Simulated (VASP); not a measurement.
## Cd: relaxation of cell and atoms with PBEsol

Cd:

```
CELL_PARAMETERS angstrom
2.95847 0.00000 0.00000
-1.47924 2.56211 0.00000
0.00000 0.00000 5.88593
ATOMIC_POSITIONS crystal
Cd 0.33333 0.66667 0.25000
Cd 0.66667 0.33333 0.75000
```

```json
{
 "Program": "VASP 6.6.1",
 "Task": "relaxation of cell and atoms",
 "Functional": "PBEsol",
 "Potentials or basis": "VASP PAW PBE potentials, release 64 (Cd)",
 "Cutoff": "580 eV",
 "k mesh": "18 × 18 × 8",
 "Occupations": "gaussian, width 0.1 eV",
 "Spin": "no spin polarisation",
 "Further INCAR settings": "ALGO = Normal; EDIFF = 1e-07; IBRION = 2; EDIFFG = -0.005; NSW = 90; ISIF = 3"
}
```

* Relaxed volume: 21.13 Å³/atom
* Relaxed cell: a = 2.950 Å, b = 2.950 Å, c = 5.605 Å, α = 90.00°, β = 90.00°, γ = 120.00°
* Space group after relaxing (to 0.05 Å): P6_3/mmc (No. 194)
* Energy gained by relaxing: 10.6 meV/atom
* Ionic steps: 12
* Pressure after relaxing: 0.0 GPa
* Band gap on the k mesh: none (metal or under the smearing width)

Step by step:
```
step  energy change (eV)  largest force (eV/Å)  pressure (GPa)  volume (Å³)
   1              0.0000                0.0000           -2.08        44.62
   2             -0.0145                0.0000            0.09        42.77
   3             -0.0145                0.0000            0.28        42.63
   4             -0.0194                0.0000            0.18        42.42
   5             -0.0208                0.0000            0.16        42.26
   6             -0.0210                0.0000            0.16        42.20
   7             -0.0211                0.0000            0.19        42.15
   8             -0.0211                0.0000           -0.14        42.36
   9             -0.0211                0.0000           -0.04        42.26
  10             -0.0211                0.0000            0.03        42.24
  11             -0.0211                0.0000            0.03        42.25
  12             -0.0211                0.0000            0.02        42.25
```

Final structure:
```xyz
2
Lattice="2.9503 0.0000 0.0000 -1.4751 2.5550 0.0000 0.0000 0.0000 5.6051" Properties=species:S:1:pos:R:3 pbc="T T T"
Cd    0.0000    1.7034    1.4013
Cd    1.4751    0.8517    4.2038
```

Levels at points of the mesh, in eV from the Fermi level:
```
           k point  band 9  band 10  band 11  band 12  band 13  band 14  band 15  band 16
(0.00, 0.00, 0.00)   -8.77    -8.52    -8.52    -3.28    -3.19    10.39    14.52    14.83
(0.50, 0.00, 0.00)   -8.24    -8.21    -2.49    -1.92     1.88     2.94     3.16     5.21
(0.00, 0.00, 0.50)   -8.63    -8.63    -7.61    -7.61     3.55     3.55    14.86    14.86
(0.50, 0.00, 0.50)   -8.22    -8.22    -1.70    -1.70     0.06     0.06     8.01     8.01
```

Wall time 3.9 min on 1 thread of Intel(R) Xeon(R) 6975P-C (Granite Rapids), on a shared host, peak memory 0.27 GiB.

Caveat: the PAW data sets were made with another functional, which shifts forces and pressure a little.
